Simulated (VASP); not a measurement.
# TePb (Fm-3m) in VASP: further runs

The runs below take TePb through single point, relaxation of cell and atoms, with PBE, PBEsol+D3(BJ), r2SCAN.

All numbers are computed with VASP 6.6.1; they aren't measurements. Logs are shortened: lines on timing, memory, paths and dates and some standing lists are left out, and cuts for length are marked.

**The experiment to reproduce.**

A printed reference work, monograph reports, for a bulk crystal of TePb at 4.2 K: band gap 0.19 eV (direct).

The results are compared with them further down.

## 1. The cell of the first run

It takes space group Fm-3m (No. 225, cubic). The conventional cell has a = 6.462 Å, b = 6.462 Å, c = 6.462 Å, α = 90.00°, β = 90.00°, γ = 90.00°. Pb (site symmetry m-3m) has 6 Te at 3.23 Å within 4.3 Å. Within 4.3 Å of Te (site symmetry m-3m) lie 6 Pb at 3.23 Å.

## 2. Single point, PBE

File INCAR:

```
SYSTEM = TePb
  PREC = Accurate
  ENCUT = 520
  EDIFF = 1E-6
  ISMEAR = -1
  SIGMA = 0.05
  LREAL = .FALSE.
  LASPH = .TRUE.
  NELM = 80
  ALGO = Normal
  ISIF = 2
  LWAVE = .FALSE.
  LCHARG = .TRUE.
  GGA = PE
  LELF = .TRUE.
  LVHAR = .TRUE.
  NBANDS = 17
```

File KPOINTS:

```
Automatic mesh
0
G
  10 10 10
  0 0 0
```

File POSCAR:

```
TePb
1.0
    0.0000000000      3.2310000000      3.2310000000
    3.2310000000      0.0000000000      3.2310000000
    3.2310000000      3.2310000000      0.0000000000
Pb Te
1 1
Direct
    0.0000000000      0.0000000000      0.0000000000
    0.5000000000      0.5000000000      0.5000000000
```

Potentials or basis: VASP PAW PBE potentials, release 64 (Pb_d, Te).

Launch:

```console
> cat potpaw_PBE.64/Pb_d/POTCAR potpaw_PBE.64/Te/POTCAR > POTCAR
> mpirun -np 1 vasp_std > vasp.out
```

OUTCAR:

```text
SYSTEM = TePb
   PREC = Accurate
   ENCUT = 520
   EDIFF = 1E-6
   ISMEAR = -1
   LREAL = .FALSE.
   LASPH = .TRUE.
   NELM = 80
   ISIF = 2
   GGA = PE

 ion  position               nearest neighbor table
   1  0.000  0.000  0.000-   2 3.23   2 3.23   2 3.23   2 3.23   2 3.23   2 3.23
   2  0.500  0.500  0.500-   1 3.23   1 3.23   1 3.23   1 3.23   1 3.23   1 3.23

  LATTYP: Found a face centered cubic cell.
 ALAT       =     6.4620000000

  Lattice vectors:

 A1 = (   0.0000000000,   3.2310000000,   3.2310000000)
 A2 = (   3.2310000000,   0.0000000000,   3.2310000000)
 A3 = (   3.2310000000,   3.2310000000,   0.0000000000)

Analysis of symmetry for initial positions (statically):
=====================================================================
 Subroutine PRICEL returns:
 Original cell was already a primitive cell.

 Routine SETGRP: Setting up the symmetry group for a
 face centered cubic supercell.

 Subroutine GETGRP returns: Found 48 space group operations
[... 9 lines left out ...]

 Routine SETGRP: Setting up the symmetry group for a
 face centered cubic supercell.

 Subroutine GETGRP returns: Found 48 space group operations
[... 11 lines left out ...]
                                     Primitive cell

  volume of cell :      67.4592

  direct lattice vectors                    reciprocal lattice vectors
     0.000000000  3.231000000  3.231000000    -0.154750851  0.154750851  0.154750851
     3.231000000  0.000000000  3.231000000     0.154750851 -0.154750851  0.154750851
     3.231000000  3.231000000  0.000000000     0.154750851  0.154750851 -0.154750851

  length of vectors
     4.569324020  4.569324020  4.569324020     0.268036337  0.268036337  0.268036337

  position of ions in fractional coordinates (direct lattice)
     0.000000000  0.000000000  0.000000000
     0.500000000  0.500000000  0.500000000

  ion indices of the primitive-cell ions
   primitive index   ion index
                 1           1
                 2           2

----------------------------------------------------------------------------------------

 KPOINTS: Automatic mesh

Automatic generation of k-mesh.
 Grid dimensions read from file:
 generate k-points for:   10   10   10

 Generating k-lattice:

  Cartesian coordinates                     Fractional coordinates (reciprocal lattice)
    -0.015475085  0.015475085  0.015475085     0.100000000  0.000000000  0.000000000
     0.015475085 -0.015475085  0.015475085     0.000000000  0.100000000  0.000000000
     0.015475085  0.015475085 -0.015475085     0.000000000  0.000000000  0.100000000

  Length of vectors
     0.026803634  0.026803634  0.026803634

  Shift w.r.t. Gamma in fractional coordinates (k-lattice)
     0.000000000  0.000000000  0.000000000

 Subroutine IBZKPT returns following result:
 ===========================================

 Found     47 irreducible k-points:

 Following reciprocal coordinates:
            Coordinates               Weight
  0.000000  0.000000  0.000000      1.000000
  0.100000  0.000000  0.000000      8.000000
  0.200000  0.000000  0.000000      8.000000
  0.300000  0.000000  0.000000      8.000000
  0.400000  0.000000  0.000000      8.000000
  0.500000  0.000000  0.000000      4.000000
[... 16 lines left out ...]
  0.300000  0.300000  0.000000      6.000000
  0.400000  0.300000  0.000000     24.000000
 [... further k-points ...]
   k-points           NKPTS =     47   k-points in BZ     NKDIM =     47   number of bands    NBANDS=     17
   number of dos      NEDOS =    301   number of ions     NIONS =      2
   total plane-waves  NPLWV =  46656
   dimension x,y,z NGX =    36 NGY =   36 NGZ =   36
   dimension x,y,z NGXF=    72 NGYF=   72 NGZF=   72
   ions per type =               1   1
   NGX,Y,Z   is equivalent  to a cutoff of  13.10, 13.10, 13.10 a.u.
   NGXF,Y,Z  is equivalent  to a cutoff of  26.20, 26.20, 26.20 a.u.
 SYSTEM =  TePb
   PREC   = accura    normal or accurate (medium, high low for compatibility)
   ISTART =      0    job   : 0-new  1-cont  2-samecut
   ICHARG =      2    charge: 1-file 2-atom 10-const
   ISPIN  =      1    spin polarized calculation?
   LNONCOLLINEAR =      F non collinear calculations
   LSORBIT =      F    spin-orbit coupling
   LASPH  =      T    aspherical Exc in radial PAW
   ENCUT  =  520.0 eV  38.22 Ry    6.18 a.u.   8.50  8.50  8.50*2*pi/ulx,y,z
   NELM   =     80;   NELMIN=  2; NELMDL= -5     # of ELM steps
   EDIFF  = 0.1E-05   stopping-criterion for ELM
   LREAL  =      F    real-space projection
   EDIFFG = 0.1E-04   stopping-criterion for IOM
   NSW    =      0    number of steps for IOM
   IBRION =     -1    ionic relax: 0-MD 1-quasi-New 2-CG
   NFREE  =      0    steps in history (QN), initial steepest desc. (CG)
   ISIF   =      2    stress and relaxation
   ISYM   =      2    0-nonsym 1-usesym 2-fastsym
   POTIM  = 0.5000    time-step for ionic-motion
   TEBEG  =    0.0;   TEEND  =   0.0 temperature during run
   PSTRESS=    0.0 pullay stress
   NELECT =      20.0000    total number of electrons
   NUPDOWN=      -1.0000    fix difference up-down
   EMIN   =  10.00;   EMAX   =-10.00  energy-range for DOS
   EFERMI =   0.00;   METHOD = LEGACY
   ISMEAR =    -1;   SIGMA  =   0.05  broadening in eV -4-tet -1-fermi 0-gaus
   EFERMI_NEDOS =   21; number of points for ismear=-14 and -15
   IALGO  =     38    algorithm
   IMIX   =      4    mixing-type and parameters
     AMIX     =   0.40;   BMIX     =  1.00
     AMIX_MAG =   1.60;   BMIX_MAG =  1.00
  volume/ion in A,a.u.               =      33.73       227.62
  Fermi-wavevector in a.u.,A,eV,Ry     =   1.091619  2.062861 16.213147  1.191633
  Thomas-Fermi vector in A             =   2.227868
   LORBIT       =      0    0 simple, 1 ext, 2 COOP (PROOUT), +10 PAW based schemes
   GGA     = PE    functional components
[... 5 lines left out ...]
 non-spin polarized calculation
  energy-cutoff  :      520.00
  volume of cell :       67.46
 maximum number of plane-waves:      1849
 NGX is ok and might be reduce to    36
   NGX = 17   NGY = 17   NGZ = 17

 number of electron      20.0000003 magnetization

 Free energy of the ion-electron system (eV)
  ---------------------------------------------------
  ext. energy  EPLUGINS =         0.00000000
  ---------------------------------------------------
  free energy    TOTEN  =        -7.50143374 eV

  energy without entropy =       -7.50142837  energy(sigma->0) =       -7.50143106

 E-fermi :   6.0015     XC(G=0):  -9.3002

 val. band max:        5.6256982108   @ k =   0.5000   0.0000   0.0000
 cond. band min:       6.3612746971   @ k =   0.5000   0.0000   0.0000
 fundamental gap:      0.7355764863
 Fermi energy:         6.0015215765

 k-point     1 :       0.0000    0.0000    0.0000
  band No.  band energies     occupation
      1     -11.0955      2.00000
      2     -11.0955      2.00000
      3     -11.0863      2.00000
      4     -11.0863      2.00000
      5     -11.0863      2.00000
      6      -6.3942      2.00000
[... 9 lines left out ...]
     16      11.4208      0.00000
     17      12.9905      0.00000

 k-point     2 :       0.1000    0.0000    0.0000
  band No.  band energies     occupation
      1     -11.0966      2.00000
      2     -11.0966      2.00000
      3     -11.0861      2.00000
      4     -11.0850      2.00000
      5     -11.0850      2.00000
      6      -6.3082      2.00000
[... 9 lines left out ...]
     16      11.6124      0.00000
     17      13.7238      0.00000

 k-point     3 :       0.2000    0.0000    0.0000
  band No.  band energies     occupation
      1     -11.1002      2.00000
      2     -11.1002      2.00000
      3     -11.0854      2.00000
      4     -11.0808      2.00000
      5     -11.0808      2.00000
      6      -6.0564      2.00000
[... 9 lines left out ...]
     16      12.1368      0.00000
     17      15.1389      0.00000

 k-point     4 :       0.3000    0.0000    0.0000
  band No.  band energies     occupation
      1     -11.1050      2.00000
      2     -11.1050      2.00000
      3     -11.0847      2.00000
      4     -11.0753      2.00000
      5     -11.0753      2.00000
      6      -5.6639      2.00000
[... 9 lines left out ...]
     16      12.9550      0.00000
     17      16.5397      0.00000

 k-point     5 :       0.4000    0.0000    0.0000
  band No.  band energies     occupation
      1     -11.1089      2.00000
      2     -11.1089      2.00000
      3     -11.0842      2.00000
      4     -11.0707      2.00000
      5     -11.0707      2.00000
      6      -5.2105      2.00000
[... 9 lines left out ...]
     16      14.0101      0.00000
     17      16.0324      0.00000

 k-point     6 :       0.5000    0.0000    0.0000
  band No.  band energies     occupation
      1     -11.1104      2.00000
      2     -11.1104      2.00000
      3     -11.0840      2.00000
      4     -11.0689      2.00000
      5     -11.0689      2.00000
      6      -4.9596      2.00000
[... 9 lines left out ...]
     16      14.8657      0.00000
     17      14.8702      0.00000

 k-point     7 :       0.1000    0.1000    0.0000
  band No.  band energies     occupation
      1     -11.0995      2.00000
      2     -11.0944      2.00000
      3     -11.0873      2.00000
      4     -11.0840      2.00000
      5     -11.0840      2.00000
      6      -6.2796      2.00000
[... 9 lines left out ...]
     16      11.9558      0.00000
     17      13.4647      0.00000

 k-point     8 :       0.2000    0.1000    0.0000
  band No.  band energies     occupation
      1     -11.1043      2.00000
      2     -11.0953      2.00000
      3     -11.0873      2.00000
      4     -11.0811      2.00000
      5     -11.0801      2.00000
      6      -6.0833      2.00000
[... 9 lines left out ...]
     16      12.5478      0.00000
     17      14.2156      0.00000
[... 203 lines left out ...]
      1     -11.1255      2.00000
      2     -11.1008      2.00000
      3     -11.0839      2.00000
      4     -11.0717      2.00000
      5     -11.0666      2.00000
      6      -4.8973      2.00000
[... 9 lines left out ...]
     16      15.1175      0.00000
     17      15.7517      0.00000

 k-point    20 :      -0.4000    0.2000    0.0000
  band No.  band energies     occupation
      1     -11.1214      2.00000
      2     -11.1046      2.00000
      3     -11.0803      2.00000
      4     -11.0730      2.00000
      5     -11.0684      2.00000
      6      -4.8171      2.00000
[... 9 lines left out ...]
     16      13.9642      0.00000
     17      16.4289      0.00000

 k-point    21 :      -0.3000    0.2000    0.0000
  band No.  band energies     occupation
      1     -11.1143      2.00000
      2     -11.1066      2.00000
      3     -11.0804      2.00000
      4     -11.0734      2.00000
      5     -11.0725      2.00000
      6      -5.1271      2.00000
[... 9 lines left out ...]
     16      14.3292      0.00000
     17      15.4230      0.00000

 k-point    22 :      -0.2000    0.2000    0.0000
  band No.  band energies     occupation
      1     -11.1066      2.00000
      2     -11.1063      2.00000
      3     -11.0831      2.00000
      4     -11.0770      2.00000
      5     -11.0738      2.00000
      6      -5.5368      2.00000
[... 9 lines left out ...]
     16      14.3023      0.00000
     17      14.7903      0.00000

 k-point    23 :       0.3000    0.3000    0.0000
  band No.  band energies     occupation
      1     -11.1313      2.00000
      2     -11.0928      2.00000
      3     -11.0882      2.00000
      4     -11.0697      2.00000
      5     -11.0697      2.00000
      6      -5.4477      2.00000
[... 9 lines left out ...]
     16      14.5392      0.00000
     17      14.9183      0.00000

 k-point    24 :       0.4000    0.3000    0.0000
  band No.  band energies     occupation
      1     -11.1391      2.00000
      2     -11.0927      2.00000
      3     -11.0888      2.00000
      4     -11.0669      2.00000
      5     -11.0659      2.00000
      6      -5.1385      2.00000
[... 9 lines left out ...]
     16      15.2769      0.00000
     17      15.7985      0.00000

 [... further k-points ...]

------------------------ aborting loop because EDIFF is reached ----------------------------------------

  FORCE on cell =-STRESS in cart. coord.  units (eV):
  Direction    XX          YY          ZZ          XY          YZ          ZX
  --------------------------------------------------------------------------------------
  -------------------------------------------------------------------------------------
  Total        0.8702919      0.8702919      0.8702919      0.0000000     -0.0000000      0.0000000
  in kB       20.6697219     20.6697219     20.6697219      0.0000000     -0.0000000      0.0000000
  external PRESSURE =      20.6697219 kB  Pullay stress =       0.0000000 kB

 VOLUME and BASIS-vectors are now :
 -----------------------------------------------------------------------------
  energy-cutoff  :      520.00
  volume of cell :       67.46
      direct lattice vectors                 reciprocal lattice vectors
     0.000000000  3.231000000  3.231000000    -0.154750851  0.154750851  0.154750851
     3.231000000  0.000000000  3.231000000     0.154750851 -0.154750851  0.154750851
     3.231000000  3.231000000  0.000000000     0.154750851  0.154750851 -0.154750851

 POSITION                                       TOTAL-FORCE (eV/Angst)
 -----------------------------------------------------------------------------------
      0.00000      0.00000      0.00000         0.000000      0.000000     -0.000000
      3.23100      3.23100      3.23100         0.000000     -0.000000      0.000000
 -----------------------------------------------------------------------------------
    total drift:                               -0.000000      0.000000      0.000000

  FREE ENERGIE OF THE ION-ELECTRON SYSTEM (eV)
  ---------------------------------------------------
  free  energy   TOTEN  =        -7.5014337397 eV

  energy  without entropy=       -7.5014283710  energy(sigma->0) =       -7.50143106
```

Wall time 81 s (1 thread of AMD EPYC 7R43 (Zen 3), shared host); peak memory 0.19 GiB.

What came out:

```yaml
Free_energy: -7.5014 eV
Pressure: 2.1 GPa
Band_gap_on_the_k_mesh: 0.74 eV, direct
```

Levels at points of the mesh, in eV from the valence-band top:
```
           k point  band 8  band 9  band 10  band 11  band 12  band 13
(0.00, 0.00, 0.00)   -1.35   -1.35    -1.35     4.08     4.08     4.08
(0.50, 0.00, 0.00)   -0.89   -0.89     0.00     0.74     1.27     1.27
(0.50, 0.50, 0.00)   -4.50   -2.80    -2.80     3.29     5.48     5.48
```

Caveat: spin-orbit coupling is left out, which moves the levels of the heavy elements.

(Continued in part 2 of 3.)
